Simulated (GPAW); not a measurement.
Runs of GPAW 26.7.0 on GaN. It takes space group F-43m (No. 216, cubic). The conventional cell has a = 4.507 Å, b = 4.507 Å, c = 4.507 Å, α = 90.00°, β = 90.00°, γ = 90.00°. Ga (site symmetry -43m) is surrounded by 4 N at 1.95 Å. N (site symmetry -43m) is surrounded by 4 Ga at 1.95 Å. The cell is a database's computed one.

```csv
task,level,potentials or basis,spin,k mesh,cutoff (eV),maxiter,band path,band points,spin axis theta (degrees),spin axis phi (degrees),mesh quality,gap on the mesh (eV),V0 of scaled cells (Å³/atom),B0 (GPa)
equation of state,RPBE+D3(BJ),"the program's PAW data sets (release 1.2.1) made for this functional, pw",off,10 × 10 × 10,800,150,-,-,-,-,not flagged,-,11.34,221
band structure,BEEF-vdW,"GPAW PAW data sets (gpaw-data 1.2.1), pw","SOC, no magnetisation",10 × 10 × 10,800,150,"GXWKGLUWLK,UX",80,0,0,not flagged,(a),-,-
equation of state,BLYP+D4,"PAW data sets generated in the run's folder for this functional, pw",off,10 × 10 × 10,800,150,-,-,-,-,not flagged,-,11.80,190
band structure,GLLB-SC,"the program's PAW data sets (release 1.2.1) made for this functional, pw",off,10 × 10 × 10,800,150,"GXWKGLUWLK,UX",100,-,-,not flagged,2.99,-,-
equation of state,PBEsol+D3(BJ),"PAW data sets generated in the run's folder for this functional, pw",off,10 × 10 × 10,800,150,-,-,-,-,not flagged,-,(b),207
single point,PBEsol0,"GPAW PAW data sets (gpaw-data 1.2.1), pw",off,5 × 5 × 5,600,60,-,-,-,-,coarse,(c),-,-
equation of state,LDA,"the program's PAW data sets (release 1.2.1) made for this functional, pw",off,10 × 10 × 10,800,150,-,-,-,-,not flagged,-,11.52,213
equation of state,revPBE+D4,"the program's PAW data sets (release 1.2.1) made for this functional, pw",off,10 × 10 × 10,800,150,-,-,-,-,not flagged,-,11.71,199
```

Alike in all rows: cell as given; smearing fermi-dirac 0.05 eV.

Question: Estimate the missing entries.

Answer: (a) 1.95; (b) 11.67; (c) 3.69.

Caveats: some runs use coarse meshes; the data sets keep Ga 3d, Li 1s and Be 1s frozen, and some such compounds lay over 1.5 % in volume off other programs (some runs); the PAW data sets were made with another functional, which shifts forces and pressure a little (some runs); spin-orbit coupling was added after a scalar SCF, so levels and gaps hold it while energy, forces, pressure and moments don't (some runs); this program's spin-orbit splittings come out too wide for heavy elements (some runs); the GLLB-SC gap is the Kohn-Sham gap of the path plus the derivative discontinuity (some runs); a model potential gives levels but no total energy (some runs).

A k mesh can miss the band edges, and rows without SOC leave out spin-orbit coupling on Ga.

Runs at the PBE level aren't shown here.
